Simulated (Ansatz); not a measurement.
## Perturbing Si3N4

Base: an entry of the Crystallography Open Database (COD), whose atoms a relaxation with PBE at fixed cell left in place.

```
CELL_PARAMETERS angstrom
-3.23735 3.23735 3.23735
3.23735 -3.23735 3.23735
3.23735 3.23735 -3.23735
ATOMIC_POSITIONS crystal
Si 0.25000 0.12500 0.87500
Si 0.87500 0.25000 0.12500
Si 0.75000 0.37500 0.62500
Si 0.62500 0.75000 0.37500
Si 0.12500 0.87500 0.25000
Si 0.37500 0.62500 0.75000
N 0.56280 0.56280 0.56280
N 0.43720 0.50000 0.00000
N 0.50000 0.00000 0.93720
N 0.00000 0.43720 0.50000
N 0.93720 0.50000 0.00000
N 0.06280 0.06280 0.06280
N 0.00000 0.93720 0.50000
N 0.50000 0.00000 0.43720
```

Atom numbers follow the list; atoms alike are taken as one site, whose name carries the number of the first.

Level of theory: DFT, PBE, plane waves and PAW, scalar-relativistic, 420 eV cutoff, Γ-centred 6×6×6 k-points, Fermi–Dirac smearing 0.02 eV (Ansatz 0.2.0).

Q: Variant: z compressed by 2 %, ions relaxed. What happens to the gradients (10²¹ V/m²)?

A: 

```tsv
site	atoms	V_zz base	η base	V_zz variant	η variant
Si1	1, 2, 3, 4	-0.10	0.00	-0.17	0.10
Si5	5, 6	-0.10	0.00	0.40	0.00
N	7, 8, 9, 10, 11, …	-5.77	0.00	-5.59	0.05
```

The largest change of V_zz is on Si5, from -0.10 to 0.40. In per cent, |V_zz| changes by -3 on N (all sites that start above 0.5). V_zz changes sign on Si5 (same axis). The number of symmetry-distinct sites goes from 2 to 3.

For the variant: At this changed cell the PBE pressure is 7 GPa.
